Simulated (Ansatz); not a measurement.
Ionic part of the dielectric constant of RbBr at 2 GPa, mode by mode

These are results of Ansatz 0.2.0, DFT PBE, scalar-relativistic, plane waves, PAW, not measurements. Settings: 420 eV plane-wave cutoff, Γ-centred 6×6×6 mesh, fixed occupations. No spin polarisation. Phonons by linear response, acoustic sum rule imposed.

It takes space group Pm-3m (No. 221, cubic). Conventional cell: a = 4.046 Å, b = 4.046 Å, c = 4.046 Å, α = 90.00°, β = 90.00°, γ = 90.00°. Rb (site symmetry m-3m) is surrounded by 8 Br at 3.50 Å. Br (site symmetry m-3m) has 8 Rb at 3.50 Å as nearest neighbours.

The primitive cell has V = 66.24 Å³ and ε∞,xx = 2.983. Each polar mode adds Δε = (4.92064×10⁷/V)·S/ν² along x, with S its oscillator strength in e²/amu, ν in cm⁻¹ and V in Å³.

Question: From these modes, find each Δε and ε0,xx.
```json
{"ν (cm⁻¹)": "86.2", "S_xx (e²/amu)": "0.03688"}
```

Answer:
```json
{"ν (cm⁻¹)": "86.2", "Δε": "3.68"}
```

The sum is 3.683, so ε0,xx = 6.67; the run's tensor has 6.67.

Question: Where do the longitudinal modes lie for a wave vector along x?

Answer: At 129 cm⁻¹. The Lyddane–Sachs–Teller product Π(ν_LO/ν_TO)² = 2.23 matches ε0/ε∞ = 2.23.

This CsCl-type form isn't the usual stable structure of the compound at low pressure.